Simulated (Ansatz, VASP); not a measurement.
## Two plane-wave programs on Cu

```
CELL_PARAMETERS angstrom
1.41806 -4.49837 0.00000
1.41806 4.49837 0.00000
0.00000 0.00000 3.75292
ATOMIC_POSITIONS crystal
Cu 0.09800 0.90200 0.91000
Cu 0.59800 0.40200 0.59000
Cu 0.90200 0.09800 0.09000
Cu 0.40200 0.59800 0.41000
```

Alike in both runs: task relaxation of cell and atoms; functional PBEsol; k mesh 6 × 6 × 4; occupations gaussian, width 0.1 eV; no spin polarisation.

|  | VASP | Ansatz |
| --- | --- | --- |
| version | VASP 6.6.1 | Ansatz 0.2.0 |
| potentials or method | VASP PAW PBE potentials, release 64 (Cu) | scalar-relativistic, plane waves, PAW |
| plane-wave cutoff (eV) | 600 | 420 |
| valence electrons in the cell | 44 | 76 |

|  | VASP | Ansatz | Ansatz less VASP |
| --- | --- | --- | --- |
| gap on the k mesh at the Fermi level, each at its own relaxed structure (eV) | none | none | - |
| relaxed volume (Å³/atom) | 11.96 | 11.89 | -0.067 |
| relaxed cell length with the largest relative difference (Å) | 4.164 | 4.185 | +0.0214 |
| energy change over the relaxation (meV/atom) | -2477 | -2467 | +9.9 |

A gap of «none» marks a metal or a gap that the smearing closes. The two sets of potentials don't hold the same shells in valence.

Caveats: the k mesh is coarse (spacing up to 0.42 Å⁻¹), so the values aren't converged; the PAW data sets were made with another functional, which shifts forces and pressure a little (VASP).
